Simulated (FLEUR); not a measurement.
## ZnS under changes of volume

One of the cells (19.727 Å³/atom); the others are scaled copies at fixed shape and fractional positions:

```
Zn S
1.0
     0.00000    2.70200    2.70200
     2.70200    0.00000    2.70200
     2.70200    2.70200    0.00000
Zn S
1 1
Direct
  0.75000 0.75000 0.75000
  0.00000 0.00000 0.00000
```

```yaml
Program: FLEUR MaX-R8.1 (later development tree)
Functional: PBEsol
Potentials_or_basis: all-electron
Basis: FLAPW
Kmax: 5.27 1/bohr
k_mesh: 9 × 9 × 9
Occupations: fermi-dirac, width 0.05 eV
Spin: no spin polarisation
```

```csv
volume (Å³/atom),energy over the lowest point (meV/atom),gap on the mesh (eV)
18.543,5.15,2.24
18.938,0.00,2.15
19.727,2.19,1.98
20.516,?,?
20.910,30.57,1.73
```

Question: What does the run at 20.516 Å³/atom give?

Answer: Energy over the lowest point 18.24 meV/atom; gap on the mesh 1.81 eV.

Worked out: A Birch-Murnaghan fit of order 2 (a polynomial in V^(-2/3)) to the other rows has its minimum at 19.22 Å³/atom with B0 = V·E''(V) = 78 GPa. It gives 18.19 meV/atom at 20.516 Å³/atom, against the run's 18.24. A straight line through the other rows of the gap, of slope -4.24 eV per unit of ln V (its deformation potential), gives 1.81 eV, against the run's 1.81.

Energies are extrapolated to zero smearing.
